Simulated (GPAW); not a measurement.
# PbSe (Clausthalite) (Fm-3m) in GPAW: a series of runs

One crystal, PbSe (Clausthalite), is run at these levels: LDA, PBEsol, BLYP+D3(BJ), PBE; tasks: electron localisation function, relaxation of cell and atoms, single point.

Program: GPAW 26.7.0. These are calculated values, not measurements. Logs are shortened: lines on timing, memory, paths and dates and some standing lists are left out, and cuts for length are marked. The log counts tension as positive stress, the text compression.

**Experimental background.**

From a printed reference work, monograph, for a bulk crystal of PbSe: band gap 0.28 eV (direct) at 300 K; band gap 0.15 eV (direct) at 4.2 K.

The results are compared with them further down.

## 1. The structure

The structure is cubic, space group Fm-3m (No. 225). The conventional cell has a = 6.121 Å, b = 6.121 Å, c = 6.121 Å, α = 90.00°, β = 90.00°, γ = 90.00°. Around Pb (site symmetry m-3m) lie 6 Se at 3.06 Å. Se (site symmetry m-3m) has 6 Pb at 3.06 Å as nearest neighbours.

## 2. Electron localisation function, LDA

Contents of run.py:

```python
from ase import Atoms
from ase.dft.bandgap import bandgap
from ase.io import write
from ase.units import Bohr, GPa
from gpaw import GPAW, PW, setup_paths
from gpaw.elf import elf_from_dft_calculation

setup_paths.insert(0, '.')

atoms = Atoms(['Pb', 'Se'],
              cell=[[0.0, 3.06065, 3.06065],
                    [3.06065, 0.0, 3.06065],
                    [3.06065, 3.06065, 0.0]],
              scaled_positions=[[0.0, 0.0, 0.0],
                                [0.5, 0.5, 0.5]],
              pbc=True)

calc = GPAW(mode=PW(510),
            xc='LDA',
            kpts={'size': (5, 5, 5), 'gamma': True},
            occupations={'name': 'fermi-dirac', 'width': 0.01},
            nbands=19,
            convergence={'density': 1e-05, 'energy': 1e-05},
            random=True,
            maxiter=150,
            txt='gpaw.txt')
atoms.calc = calc
energy = atoms.get_potential_energy()
forces = atoms.get_forces()
stress = atoms.get_stress()
calc.write('gs.gpw')
write('result.traj', atoms)
print(f'Energy: {energy:.6f} eV')
print('Forces (eV/A):')
print(forces.round(4))
print('Stress (GPa):', (stress / GPa).round(3))
print('Fermi level:', round(calc.get_fermi_level(), 4), 'eV')
print(f'Gap: {bandgap(calc)[0]:.4f} eV, direct: {bandgap(calc, direct=True)[0]:.4f} eV')

# fields on the real-space grid
write('density.cube', atoms, data=calc.get_pseudo_density() * Bohr**3)
write('potential.cube', atoms, data=calc.get_electrostatic_potential())
write('elf.cube', atoms, data=elf_from_dft_calculation(calc).data)
```

Potentials or basis: PAW data sets generated in the run's folder for this functional, pw.

Command:

```
$ gpaw-setup -f LDA Pb Se
$ OMP_NUM_THREADS=1 python run.py
```

gpaw.txt:

```text
__  _  _
 | _ |_)|_||  |
 |__||  | ||/\| - 26.7.0

Input parameters:
  mode=PW(ecut=510.0),
  convergence={'density': 1e-05, 'energy': 1e-05},
  kpts=MonkhorstPack(size=(5, 5, 5), gamma=True),
  maxiter=150,
  nbands=19,
  occupations=Occupations(name='fermi-dirac', width=0.01),
  random=True,
  xc=XC(name='LDA')
Initializing wave functions with random numbers

                Se

       Pb

Atoms  # Å, Bohr magnetons
|   | symbol |        x |        y |        z |    initial magnetic moments |
|---|--------|----------|----------|----------|-----------------------------|
| 0 |     Pb | 0.000000 | 0.000000 | 0.000000 | ( 0.0000,  0.0000,  0.0000) |
| 1 |     Se | 3.060650 | 3.060650 | 3.060650 | ( 0.0000,  0.0000,  0.0000) |

Unit cell  # Å
| periodic |        x |        y |        z |  lengths |    angles |
|----------|----------|----------|----------|----------|-----------|
|      yes | 0.000000 | 3.060650 | 3.060650 | 4.328413 | 60.000000 |
|      yes | 3.060650 | 0.000000 | 3.060650 | 4.328413 | 60.000000 |
|      yes | 3.060650 | 3.060650 | 0.000000 | 4.328413 | 60.000000 |

Number of symmetries: 48
Symmetry operations  # r_c * U_cc + t_c -> r_c
|    | kind |            matrix            |
|----|------|------------------------------|
|  0 |  σ   |  1, 0, 0,  1, 0,-1,  1,-1, 0 |
|  1 |  C2  |  1, 0, 0,  1,-1, 0,  1, 0,-1 |
|  2 |  E   |  1, 0, 0,  0, 1, 0,  0, 0, 1 |
|  3 |  σ   |  1, 0, 0,  0, 0, 1,  0, 1, 0 |
|  4 |  C4  |  1, 0,-1,  1, 0, 0,  1,-1, 0 |
|  5 |  S6  |  1, 0,-1,  1,-1, 0,  1, 0, 0 |
|  6 |  σ   |  1, 0,-1,  0, 1,-1,  0, 0,-1 |
|  7 |  C3  |  1, 0,-1,  0, 0,-1,  0, 1,-1 |
|  8 |  S6  |  1,-1, 0,  1, 0, 0,  1, 0,-1 |
|  9 |  C4  |  1,-1, 0,  1, 0,-1,  1, 0, 0 |
| 10 |  C3  |  1,-1, 0,  0,-1, 1,  0,-1, 0 |
| 11 |  σ   |  1,-1, 0,  0,-1, 0,  0,-1, 1 |
| 12 |  σ   |  0, 1, 0,  1, 0, 0,  0, 0, 1 |
| 13 |  C4  |  0, 1, 0,  0, 1,-1, -1, 1, 0 |
| 14 |  C3  |  0, 1, 0,  0, 0, 1,  1, 0, 0 |
| 15 |  S6  |  0, 1, 0, -1, 1, 0,  0, 1,-1 |
| 16 |  C2  |  0, 1,-1,  1, 0,-1,  0, 0,-1 |
| 17 |  σ   |  0, 1,-1,  0, 1, 0, -1, 1, 0 |
| 18 |  S4  |  0, 1,-1,  0, 0,-1,  1, 0,-1 |
| 19 |  C4  |  0, 1,-1, -1, 1, 0,  0, 1, 0 |
| 20 |  C3  |  0, 0, 1,  1, 0, 0,  0, 1, 0 |
| 21 |  σ   |  0, 0, 1,  0, 1, 0,  1, 0, 0 |
| 22 |  S6  |  0, 0, 1,  0,-1, 1, -1, 0, 1 |
| 23 |  C4  |  0, 0, 1, -1, 0, 1,  0,-1, 1 |
| 24 |  S4  |  0, 0,-1,  1, 0,-1,  0, 1,-1 |
| 25 |  C3  |  0, 0,-1,  0, 1,-1,  1, 0,-1 |
| 26 |  C2  |  0, 0,-1,  0,-1, 0, -1, 0, 0 |
| 27 |  S6  |  0, 0,-1, -1, 0, 0,  0,-1, 0 |
| 28 |  S4  |  0,-1, 1,  1,-1, 0,  0,-1, 0 |
| 29 |  C4  |  0,-1, 1,  0, 0, 1, -1, 0, 1 |
| 30 |  C2  |  0,-1, 1,  0,-1, 0,  1,-1, 0 |
| 31 |  σ   |  0,-1, 1, -1, 0, 1,  0, 0, 1 |
| 32 |  C3  |  0,-1, 0,  1,-1, 0,  0,-1, 1 |
| 33 |  S6  |  0,-1, 0,  0, 0,-1, -1, 0, 0 |
| 34 |  S4  |  0,-1, 0,  0,-1, 1,  1,-1, 0 |
| 35 |  C2  |  0,-1, 0, -1, 0, 0,  0, 0,-1 |
| 36 |  C2  | -1, 1, 0,  0, 1, 0,  0, 1,-1 |
| 37 |  S6  | -1, 1, 0,  0, 1,-1,  0, 1, 0 |
| 38 |  S4  | -1, 1, 0, -1, 0, 1, -1, 0, 0 |
| 39 |  C3  | -1, 1, 0, -1, 0, 0, -1, 0, 1 |
| 40 |  S6  | -1, 0, 1,  0, 0, 1,  0,-1, 1 |
| 41 |  C2  | -1, 0, 1,  0,-1, 1,  0, 0, 1 |
| 42 |  C3  | -1, 0, 1, -1, 1, 0, -1, 0, 0 |
| 43 |  S4  | -1, 0, 1, -1, 0, 0, -1, 1, 0 |
| 44 |  C2  | -1, 0, 0,  0, 0,-1,  0,-1, 0 |
| 45 |  i   | -1, 0, 0,  0,-1, 0,  0, 0,-1 |
| 46 |  σ   | -1, 0, 0, -1, 1, 0, -1, 0, 1 |
| 47 |  C2  | -1, 0, 0, -1, 0, 1, -1, 1, 0 |

BZ-sampling:
  Number of BZ points: 125
  Number of IBZ points: 10

  Monkhorst-Pack size: [5, 5, 5]
  Monkhorst-Pack shift: [0, 0, 0]

K-points  # in reciprocal-cell coordinates
|   |                                coordinates |     weight |
|---|--------------------------------------------|------------|
| 0 | (  0.00000000,   0.00000000,   0.00000000) | 0.00800000 |
| 1 | (  0.20000000,   0.20000000,   0.00000000) | 0.04800000 |
| 2 | (  0.20000000,   0.20000000,   0.20000000) | 0.06400000 |
| 3 | (  0.40000000,   0.20000000,  -0.20000000) | 0.19200000 |
| 4 | (  0.40000000,   0.20000000,   0.20000000) | 0.09600000 |
| 5 | (  0.40000000,   0.40000000,  -0.40000000) | 0.19200000 |
| 6 | (  0.40000000,   0.40000000,  -0.20000000) | 0.09600000 |
| 7 | (  0.40000000,   0.40000000,   0.00000000) | 0.04800000 |
| 8 | (  0.40000000,   0.40000000,   0.20000000) | 0.19200000 |
| 9 | (  0.40000000,   0.40000000,   0.40000000) | 0.06400000 |

Plane wave coefficients: 1524
Cutoff: 510.0 eV

Spin-components: 1 (collinear spins)
Bands:           19
Projectors:      11
Spin-degeneracy: 2
Datatype:        complex128

Parallelization:
  kpt:    1
  domain: 1
  band:   1

Density:
  Valence electrons: 20.0
  Components: 1
  Grid points: [24 24 24]
  Charge: 0.0  # |e|

Potential:
  Grid points: [24 24 24]

species:
  Pb:
    name:    Lead
    Z:       82.0
    valence: 14
    core:    68
    charge:  0.0  # [|e|]
    compensation charges:
      type: gauss
      rc: 0.38  # [Å]
      lmax: 2
    cutoffs:
      filter: 2.36  # [Å]
      core: 2.43  # [Å]
    projectors
    | kind |    occ | energy [eV] | rcut [Å] |
    |------|--------|-------------|----------|
    |   6s |  2.000 |     -12.249 |    1.259 |
    |   6p |  2.000 |      -3.713 |    1.275 |
    |   5d | 10.000 |     -21.326 |    1.217 |
    |    s |        |      14.962 |    1.259 |
    |    p |        |      23.498 |    1.275 |
    |    d |        |       5.885 |    1.217 |

    Using partial waves for Pb as LCAO basis

  Se:
    name:    Selenium
    Z:       34.0
    valence: 6
    core:    28
    charge:  0.0  # [|e|]
    compensation charges:
      type: gauss
      rc: 0.27  # [Å]
      lmax: 2
    cutoffs:
      filter: 1.77  # [Å]
      core: 2.67  # [Å]
    projectors
    | kind |    occ | energy [eV] | rcut [Å] |
    |------|--------|-------------|----------|
    |   4s |  2.000 |     -17.472 |    0.847 |
    |   4p |  4.000 |      -6.656 |    1.005 |
    |    s |        |       9.739 |    0.847 |
    |    p |        |      20.555 |    1.005 |
    |    d |        |       0.000 |    0.847 |

    Using partial waves for Se as LCAO basis

Reference energy: -632988.107265  # eV

eigensolver:
  PPCG
  Converge bands: occupied
  niter=2

density mixing:
  MSR1-Mixer
  Pratt-step length: 0.05
  Maximum mixing coefficient: 0.75
  Old densities: 10
  SVD Regularization: 0.005
  Good broyden scale: 1.0
  Trust region scale: 1.0
  Backstep threshold: 4.0
  History deletion threshold: 6.0
  Fourier metric: weight=20.0, sigma=0.015

occupation numbers:
  Fermi-Dirac:
    width: 0.0100  # eV

poisson solver:
  ecut: 4080.0  # eV

xc functional:
  name: None

convergence criteria:
- Maximum integral of absolute [dens]ity change: 1e-05 electrons / valence electron
- Maximum [total energy] change in last 3 cyles: 1e-05 eV / valence electron
- Maximum integral of absolute [eigenst]ate change: 4e-08 eV^2 / valence electron
maximum number of iterations: 150

SCF iterations
|iter     | |      energy | eigst |  dens |
|---------|-|-------------|-------|-------|
|iter:   1| |   34.802103 | +3.23 |       |
|iter:   2| |   -9.538946 | +1.25 | -0.72 |
|iter:   3| |  -10.010842 | -0.03 | -1.19 |
|iter:   4| |   -9.787773 | -1.64 | -1.21 |
|iter:   5| |   -9.716231 | -1.99 | -1.43 |
|iter:   6| |   -9.716936 | -4.22 | -1.75 |
|iter:   7| |   -9.713109 | -3.91 | -1.84 |
|iter:   8| |   -9.712412 | -4.70 | -2.14 |
|iter:   9| |   -9.710966 | -5.01 | -2.16 |
|iter:  10| |   -9.710614 | -5.89 | -2.25 |
|iter:  11| |   -9.710053 | -5.64 | -2.28 |
|iter:  12| |   -9.708630 | -4.42 | -2.35 |
|iter:  13| |   -9.708546 | -4.94 | -2.93 |
|iter:  14| |   -9.708546c| -6.94 | -4.08 |
|iter:  15| |   -9.708546c| -7.79c| -4.47 |
|iter:  16| |   -9.708546c| -8.23c| -5.22c|

Converged in 16 steps
Energy contributions relative to reference atoms: (reference = -632988.107265)

Energy contributions:
  Kinetic:          14.423097
  Coulomb:         -15.159473
  Zero:             -0.063909
  External:          0.000000
  Xc:               -8.908261
  Entropy:          -0.000000
  Spinorbit:         0.000000
  ----------------------------
  Free energy:      -9.708546
  Extrapolated:     -9.708546

dipole moment: (-25.965956, -25.965956, -25.965956)  # |e|*Ang

Fermi level: 5.654
Eigenvalues  # (at kpt = [0.000, 0.000, 0.000])
| band index |      eig [eV] | occ [0-2] |
|------------|---------------|-----------|
|          0 |       -10.975 |     2.000 |
|        ... |               |           |
|          2 |       -10.966 |     2.000 |
|          3 |       -10.966 |     2.000 |
|          4 |       -10.966 |     2.000 |
|          5 |        -7.864 |     2.000 |
|          6 |        -0.620 |     2.000 |
|          7 |         3.890 |     2.000 |
[... 9 lines left out ...]
|         17 |        14.041 |     0.000 |
|         18 |        14.800 |     0.000 |

Gap: 1.100 eV
Transition (v -> c):
  (s=0, k=4, n=9, [0.40, 0.20, 0.20]) -> (s=0, k=9, n=10, [0.40, 0.40, 0.40])
Direct/indirect transitions are different
Direct gap: 1.129 eV
Transition at: (s=0, k=9, n=9, [0.40, 0.40, 0.40])

Forces  # eV/Ang
|       x |        y |        z |
|---------|----------|----------|
| 0.00000 |  0.00000 | -0.00000 |  # Pb   0
| 0.00000 | -0.00000 |  0.00000 |  # Se   1

Stress tensor  # eV/Ang^3
|         x |         y |         z |
|-----------|-----------|-----------|
|  0.016496 | -0.000000 | -0.000000 |
| -0.000000 |  0.016496 | -0.000000 |
| -0.000000 | -0.000000 |  0.016496 |

# Writing to gs.gpw (mode='')
```

It took 16 s on 1 thread of Arm Neoverse V1, shared host; peak memory 0.14 GiB.

What came out:

```yaml
Free_energy: -9.7085 eV
Pressure: -2.6 GPa
```

Levels at points of the mesh, in eV from the Fermi level:
| k point | band 6 | band 7 | band 8 | band 9 | band 10 | band 11 | band 12 | band 13 | band 14 | band 15 |
| --- | --- | --- | --- | --- | --- | --- | --- | --- | --- | --- |
| (0.00, 0.00, 0.00) | -13.52 | -6.27 | -1.76 | -1.76 | -1.76 | 4.68 | 4.68 | 4.68 | 6.62 | 6.62 |

Caveat: the k mesh is coarse; the cutoff is short for stress and forces, so pressures can be off by a GPa or more; this odd mesh misses L, where the gap lies, so gap, dielectric constants and Born charges aren't listed. The run has no spin-orbit coupling, so splittings on Pb are missing.

## 3. Electron localisation function, PBEsol

run.py, as its differences from that of step 2:

```diff
@@ -1,4 +1,5 @@
+import spglib
 from ase import Atoms
 from ase.dft.bandgap import bandgap
-from ase.io import write
+from ase.io import read, write
 from ase.units import Bohr, GPa
@@ -9,12 +10,9 @@
 
-atoms = Atoms(['Pb', 'Se'],
-              cell=[[0.0, 3.06065, 3.06065],
-                    [3.06065, 0.0, 3.06065],
-                    [3.06065, 3.06065, 0.0]],
-              scaled_positions=[[0.0, 0.0, 0.0],
-                                [0.5, 0.5, 0.5]],
-              pbc=True)
+atoms = read('PbSe.cif')
+cell, positions, numbers = spglib.find_primitive(
+    (atoms.cell[:], atoms.get_scaled_positions(), atoms.numbers), symprec=1e-4)
+atoms = Atoms(numbers, cell=cell, scaled_positions=positions, pbc=True)
 
-calc = GPAW(mode=PW(510),
-            xc='LDA',
+calc = GPAW(mode=PW(230),
+            xc='PBEsol',
             kpts={'size': (5, 5, 5), 'gamma': True},
```

Contents of PbSe.cif:

```cif
data_PbSe
_cell_length_a 6.12130000
_cell_length_b 6.12130000
_cell_length_c 6.12130000
_cell_angle_alpha 90.00000000
_cell_angle_beta 90.00000000
_cell_angle_gamma 90.00000000
_space_group_name_H-M_alt 'Fm-3m'
_space_group_name_Hall '-F 4 2 3'
_space_group_IT_number 225
loop_
_space_group_symop_operation_xyz
'x,y,z'
'-x,-y,-z'
'-y,x,z'
'y,-x,-z'
'-x,-y,z'
'x,y,-z'
'y,-x,z'
'-y,x,-z'
'x,-y,-z'
'-x,y,z'
'-y,-x,-z'
'y,x,z'
'-x,y,-z'
'x,-y,z'
'y,x,-z'
'-y,-x,z'
'z,x,y'
'-z,-x,-y'
'z,-y,x'
'-z,y,-x'
'z,-x,-y'
'-z,x,y'
'z,y,-x'
'-z,-y,x'
'-z,x,-y'
'z,-x,y'
'-z,-y,-x'
'z,y,x'
'-z,-x,y'
'z,x,-y'
'-z,y,x'
'z,-y,-x'
'y,z,x'
'-y,-z,-x'
'x,z,-y'
'-x,-z,y'
'-y,z,-x'
'y,-z,x'
'-x,z,y'
'x,-z,-y'
'-y,-z,x'
'y,z,-x'
'-x,-z,-y'
'x,z,y'
'y,-z,-x'
'-y,z,x'
'x,-z,y'
'-x,z,-y'
'x,y+1/2,z+1/2'
'-x,-y+1/2,-z+1/2'
'-y,x+1/2,z+1/2'
[... 62 lines left out ...]
'-z+1/2,-x,-y+1/2'
'z+1/2,-y,x+1/2'
'-z+1/2,y,-x+1/2'
'z+1/2,-x,-y+1/2'
'-z+1/2,x,y+1/2'
'z+1/2,y,-x+1/2'
'-z+1/2,-y,x+1/2'
'-z+1/2,x,-y+1/2'
'z+1/2,-x,y+1/2'
'-z+1/2,-y,-x+1/2'
'z+1/2,y,x+1/2'
'-z+1/2,-x,y+1/2'
'z+1/2,x,-y+1/2'
'-z+1/2,y,x+1/2'
'z+1/2,-y,-x+1/2'
'y+1/2,z,x+1/2'
'-y+1/2,-z,-x+1/2'
'x+1/2,z,-y+1/2'
'-x+1/2,-z,y+1/2'
'-y+1/2,z,-x+1/2'
'y+1/2,-z,x+1/2'
'-x+1/2,z,y+1/2'
'x+1/2,-z,-y+1/2'
'-y+1/2,-z,x+1/2'
'y+1/2,z,-x+1/2'
'-x+1/2,-z,-y+1/2'
'x+1/2,z,y+1/2'
'y+1/2,-z,-x+1/2'
'-y+1/2,z,x+1/2'
'x+1/2,-z,y+1/2'
'-x+1/2,z,-y+1/2'
'x+1/2,y+1/2,z'
'-x+1/2,-y+1/2,-z'
'-y+1/2,x+1/2,z'
'y+1/2,-x+1/2,-z'
'-x+1/2,-y+1/2,z'
'x+1/2,y+1/2,-z'
'y+1/2,-x+1/2,z'
'-y+1/2,x+1/2,-z'
'x+1/2,-y+1/2,-z'
'-x+1/2,y+1/2,z'
'-y+1/2,-x+1/2,-z'
'y+1/2,x+1/2,z'
'-x+1/2,y+1/2,-z'
'x+1/2,-y+1/2,z'
'y+1/2,x+1/2,-z'
'-y+1/2,-x+1/2,z'
'z+1/2,x+1/2,y'
'-z+1/2,-x+1/2,-y'
'z+1/2,-y+1/2,x'
'-z+1/2,y+1/2,-x'
'z+1/2,-x+1/2,-y'
'-z+1/2,x+1/2,y'
'z+1/2,y+1/2,-x'
'-z+1/2,-y+1/2,x'
'-z+1/2,x+1/2,-y'
'z+1/2,-x+1/2,y'
'-z+1/2,-y+1/2,-x'
'z+1/2,y+1/2,x'
'-z+1/2,-x+1/2,y'
'z+1/2,x+1/2,-y'
'-z+1/2,y+1/2,x'
'z+1/2,-y+1/2,-x'
'y+1/2,z+1/2,x'
'-y+1/2,-z+1/2,-x'
'x+1/2,z+1/2,-y'
'-x+1/2,-z+1/2,y'
'-y+1/2,z+1/2,-x'
'y+1/2,-z+1/2,x'
'-x+1/2,z+1/2,y'
'x+1/2,-z+1/2,-y'
'-y+1/2,-z+1/2,x'
'y+1/2,z+1/2,-x'
'-x+1/2,-z+1/2,-y'
'x+1/2,z+1/2,y'
'y+1/2,-z+1/2,-x'
'-y+1/2,z+1/2,x'
'x+1/2,-z+1/2,y'
'-x+1/2,z+1/2,-y'
loop_
_atom_site_label
_atom_site_type_symbol
_atom_site_symmetry_multiplicity
_atom_site_Wyckoff_symbol
_atom_site_fract_x
_atom_site_fract_y
_atom_site_fract_z
_atom_site_occupancy
Pb1 Pb 4 a 0.0000000000 0.0000000000 0.0000000000 1
Se1 Se 4 b 0.5000000000 0.0000000000 0.0000000000 1
```

Potentials or basis: PAW data sets generated in the run's folder for this functional, pw.

Command:

```
$ gpaw-setup -f PBEsol Pb Se
$ OMP_NUM_THREADS=1 python run.py
```

Run time: 10 s. Hardware: 1 thread of Arm Neoverse V1, shared host; peak memory 0.12 GiB.

These settings aren't checked as converged: the numbers below hold their error.

Results:

| Item | Value |
| --- | --- |
| Free energy | -8.1934 eV |
| Pressure | -1.9 GPa |

Caveat: the cutoff is short for stress and forces, so pressures can be off by a GPa or more; this odd mesh misses L, where the gap lies, so gap, dielectric constants and Born charges aren't listed.

## 4. Relaxation of cell and atoms, BLYP+D3(BJ), target pressure -2 GPa, at which the enthalpy is minimised

Contents of run.py:

```python
from ase.calculators.mixing import SumCalculator
from ase.filters import FrechetCellFilter
from ase.io import read, write
from ase.optimize import BFGS
from ase.units import GPa
from dftd3.ase import DFTD3
from gpaw import GPAW, PW, setup_paths

setup_paths.insert(0, '.')

atoms = read('PbSe.xyz')

calc = GPAW(mode=PW(600),
            xc='BLYP',
            kpts={'size': (8, 8, 8), 'gamma': True},
            occupations={'name': 'fermi-dirac', 'width': 0.05},
            nbands=19,
            convergence={'density': 1e-05, 'forces': 0.0001},
            eigensolver='davidson',
            maxiter=150,
            txt='gpaw.txt')
atoms.calc = SumCalculator([calc, DFTD3(method='blyp', damping='d3bj')])
opt = BFGS(FrechetCellFilter(atoms, scalar_pressure=-2 * GPa), trajectory='relax.traj', logfile='-')
done = opt.run(fmax=0.02, steps=40)
calc.write('gs.gpw')
write('result.traj', atoms)
print('Converged:', done)
print('Cell:', atoms.cell.cellpar().round(4))
print('Volume:', round(atoms.get_volume(), 4))
print(atoms.get_scaled_positions().round(5))
```

Contents of PbSe.xyz:

```xyz
2
Lattice="0.0000000000 3.0606500000 3.0606500000 3.0606500000 0.0000000000 3.0606500000 3.0606500000 3.0606500000 0.0000000000" Properties=species:S:1:pos:R:3 pbc="T T T"
Pb     0.0000000000      0.0000000000      0.0000000000
Se     3.0606500000      3.0606500000      3.0606500000
```

Command:

```
$ gpaw-setup -f BLYP Pb Se
$ OMP_NUM_THREADS=1 python run.py
```

It took 89 s on 1 thread of Arm Neoverse V1, shared host; peak memory 0.26 GiB.

It converged, with:

* Free energy: -8.9499 eV
* Relaxed volume: 30.63 Å³/atom
* Relaxed cell: a = 4.425 Å, b = 4.425 Å, c = 4.425 Å, α = 60.00°, β = 60.00°, γ = 60.00°
* Space group after relaxing (to 0.05 Å): Fm-3m (No. 225)
* Energy change on relaxing (the enthalpy is what falls): +9.7 meV/atom
* Ionic steps: 5
* Pressure after relaxing: -2.0 GPa
* Band gap on the k mesh: 0.56 eV, direct
* Dispersion energy per atom: -0.810 eV

The path:
```csv
step,energy change (eV),largest force (eV/Å),pressure (GPa),volume (Å³)
1,0.0000,0.0000,0.78,57.34
2,-0.0019,0.0000,0.22,57.96
3,0.0115,0.0000,-1.71,60.58
4,0.0163,0.0000,-1.89,61.01
5,0.0193,0.0000,-1.97,61.26
```

Final structure:
```
Pb Se
1.0
     0.00000    3.12886    3.12886
     3.12886    0.00000    3.12886
     3.12886    3.12886    0.00000
Pb Se
1 1
Cartesian
  0.0000 0.0000 0.0000
  3.1289 3.1289 3.1289
```

Levels at points of the mesh, in eV from the valence-band top:
| k point | band 8 | band 9 | band 10 | band 11 | band 12 | band 13 |
| --- | --- | --- | --- | --- | --- | --- |
| (0.00, 0.00, 0.00) | -1.55 | -1.55 | -1.55 | 4.47 | 4.47 | 4.47 |
| (0.50, 0.50, 0.00) | -4.32 | -2.76 | -2.76 | 4.33 | 5.28 | 5.28 |
| (0.50, 0.50, 0.50) | -1.16 | -1.16 | 0.00 | 0.56 | 1.82 | 1.82 |

Caveat: later steps reuse the first step's grids; spin-orbit coupling is left out, which as a rule narrows the gap of such compounds by several tenths of an eV. A k mesh can miss the band edges.

(Continued in part 2 of 2.)
